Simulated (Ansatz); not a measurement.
Crystal: TiB2.

```
CELL_PARAMETERS angstrom
3.02920 0.00000 0.00000
-1.51460 2.62336 0.00000
0.00000 0.00000 3.22840
ATOMIC_POSITIONS crystal
Ti 0.00000 0.00000 0.00000
B 0.66667 0.33333 0.50000
B 0.33333 0.66667 0.50000
```

```yaml
Program: Ansatz 0.2.0
Task: relaxation of cell and atoms
Functional: PBEsol
Potentials_or_basis: Ansatz PAW
Cutoff: "420 eV (not typed: the program's choice for these potentials)"
k_mesh: 10 × 10 × 8
Occupations: fermi-dirac, width 0.05 eV
Spin: no spin polarisation
```

At the start: volume 8.55 Å³/atom.

Task: How do energy, volume and symmetry change on relaxing?

Result: It ends after 5 steps and the volume is 8.38 Å³/atom (-2.0 %); space group P6/mmm (No. 191, to 0.05 Å).

The path:
```tsv
step	energy change (eV)	largest force (eV/Å)	volume (Å³)
1	0.0000	0.0000	25.66
2	-0.0095	0.0000	25.22
3	-0.0100	0.0000	25.12
4	-0.0100	0.0000	25.13
5	-0.0094	0.0000	25.13
```

Final structure:
```
Ti B
1.0
     3.01651    0.00000    0.00000
    -1.50826    2.61238    0.00000
     0.00000    0.00000    3.18906
Ti B
1 2
Cartesian
  0.0000 0.0000 0.0000
  1.5083 0.8708 1.5945
  0.0000 1.7416 1.5945
```

Caveat: the plane-wave basis is chosen anew once the cell has moved, so the energies of steps on either side of that aren't comparable; the PAW data sets come from PBE, with cores solved anew for the run's functional, which leaves a small shift of forces and pressure.
